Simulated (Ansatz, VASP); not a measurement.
**Be in VASP and in Ansatz**

File INCAR:

```
PREC = Accurate ; ENCUT = 520
EDIFF = 1E-6 ; ISMEAR = -1
SIGMA = 0.03 ; LREAL = False
LASPH = True ; NELM = 100
ALGO = Normal ; ISIF = 2
LWAVE = False ; LCHARG = True
GGA = PS ; LELF = True
LVHAR = True ; NBANDS = 7
```

Contents of KPOINTS:

```
regular mesh
0
Gamma
  23 23 23
```

Contents of POSCAR:

```
Be
1.0
   -1.2572841744      1.2572841744      1.2572841744
    1.2572841744     -1.2572841744      1.2572841744
    1.2572841744      1.2572841744     -1.2572841744
Be
1
Direct
    0.0000000000      0.0000000000      0.0000000000
```

Input for Ansatz:

```yaml
crystal:
  lattice:
    - [-1.2572841744, 1.2572841744, 1.2572841744]
    - [1.2572841744, -1.2572841744, 1.2572841744]
    - [1.2572841744, 1.2572841744, -1.2572841744]
  atoms:
    - { symbol: Be, position: [0.0, 0.0, 0.0] }
kpoints:
  mp_grid: { grid: [23, 23, 23] }
  band_path:
    path:
      - [0.0, 0.0, 0.0]
      - [0.5, -0.5, 0.5]
      - [0.0, 0.0, 0.5]
      - [0.0, 0.0, 0.0]
      - [0.25, 0.25, 0.25]
      - [0.5, -0.5, 0.5]
      - [0.25, 0.25, 0.25]
      - [0.0, 0.0, 0.5]
    npoints: 5
scf:
  occupations: { method: fermi_dirac, width: 0.03 }
hamiltonian:
  xc: pbesol
  pseudopotentials: { kind: all_electron, lapw: { basis_error: 0.00025 } }
output:
  forces: true
  stress: true
  eigenvalues: true
```

Change from the starting cell: volume scaled by 1.01.

Alike in both runs: task single point; functional PBEsol; k mesh 23 × 23 × 23; occupations fermi-dirac, width 0.03 eV; no spin polarisation.

|  | VASP | Ansatz |
| --- | --- | --- |
| version | VASP 6.6.1 | Ansatz 0.2.0 |
| potentials or method | VASP PAW PBE potentials, release 64 (Be) | all-electron LAPW, scalar-relativistic |
| plane-wave cutoff (eV) | 520 | see its input |

|  | VASP | Ansatz | Ansatz less VASP |
| --- | --- | --- | --- |
| pressure (GPa) | -2.8 | -3.2 | -0.44 |

Ansatz ran all-electron here, so the differences hold the error of VASP's frozen core and of both bases.

Caveats: the PAW data sets were made with another functional, which shifts forces and pressure a little (VASP).
